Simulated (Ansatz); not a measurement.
# AlAs (AlAs (110), 3 layers): how the settings move a single-point run

Aim: see which settings change the result for AlAs (AlAs (110), 3 layers), by how much, and at what cost.

Computed with Ansatz 0.2.0 (reference: DFT, PBE, all-electron LAPW, scalar-relativistic, unless a step's input says otherwise).

## (1) Starting point

Symmetry: Pmm2, No. 25, orthorhombic system. The conventional cell has a = 4.051 Å, b = 20.051 Å, c = 5.728 Å, α = 90.00°, β = 90.00°, γ = 90.00°. Al (site symmetry m) has 3 As at 2.45 to 2.48 Å as nearest neighbours. Around As (site symmetry m) lie 3 Al at 2.45 to 2.52 Å. Al (site symmetry mm2) has 4 As at 2.51 to 2.52 Å as nearest neighbours. Around As (site symmetry mm2) lie 4 Al at 2.48 to 2.51 Å.

Coordinates:

```
Al As
1.0
     4.05065    0.00000    0.00000
     0.00000    5.72849    0.00000
     0.00000    0.00000   20.05070
Al As
3 3
Direct
  0.25000 0.08533 0.41936
  0.75000 0.67245 0.50000
  0.25000 0.08533 0.58064
  0.75000 0.87211 0.38785
  0.25000 0.41267 0.50000
  0.75000 0.87211 0.61215
```

## (2) The reference run

Input file input.yaml:

```yaml
crystal:
  lattice:
    - [4.0506544815, 0.0, 0.0]
    - [0.0, 5.7284905042, 0.0]
    - [0.0, 0.0, 20.0507]
  atoms:
    - { symbol: Al, position: [0.25, 0.0853282711, 0.4193618661] }
    - { symbol: As, position: [0.75, 0.8721089492, 0.3878504209] }
    - { symbol: Al, position: [0.75, 0.6724500294, 0.5000004752] }
    - { symbol: As, position: [0.25, 0.412672883, 0.4999989717] }
    - { symbol: Al, position: [0.25, 0.0853292223, 0.5806374142] }
    - { symbol: As, position: [0.75, 0.872110645, 0.6121508518] }
kpoints:
  mp_grid: { grid: [8, 5, 1] }
scf:
  occupations: { method: fermi_dirac, width: 0.02 }
hamiltonian:
  xc: pbe
  pseudopotentials: { kind: all_electron, lapw: { basis_error: 0.001 } }
output:
  forces: true
  stress: true
  eigenvalues: true
efield:
  axis: 3
  amplitude: 0.2
  dipole_correction: true
```

Started as:

```
ansatz run input.yaml --threads 2 --pin off --max-ram 4096MiB --backend cpu --events-out ev --progress --plain --runs-dir out
```

## (3) Changing settings: mp_grid.grid [4, 2, 1], lower_state_search light

input.yaml, as its differences from that of step 2:

```diff
@@ -13,5 +13,6 @@
 kpoints:
-  mp_grid: { grid: [8, 5, 1] }
+  mp_grid: { grid: [4, 2, 1] }
 scf:
   occupations: { method: fermi_dirac, width: 0.02 }
+  lower_state_search: light
 hamiltonian:
```

What does the calculation give? Wanted: for each run, ending; energy change; gap; force.

**Answer**, as computed:

```tsv
run	ending	energy change	gap (eV)	force (eV/Å)	cycles	time
reference	converged	0	0.34	0.04	10	56 s
1: mp_grid.grid [4, 2, 1], lower_state_search light	converged	+16.3 meV/atom	0.33	0.04	10	27 s
```

Residual by cycle in the longest SCF loop of each run; runs are numbered as in the table. The quantity is the density residual dr2, in eV.

```tsv
cycle	reference	run 1
1	3.9	3.99
2	0.519	0.542
3	0.0854	0.0862
4	0.121	0.113
5	0.0153	0.0159
6	4.3e-4	4.4e-4
7	6.7e-5	6.9e-5
8	3.9e-6	3.8e-6
9	3.3e-7	3.3e-7
10	3.4e-8	3.3e-8
```

Changing the k-point mesh and search for lower states moves the energy by +16.3 meV/atom. Cost: 27 s against 56 s.
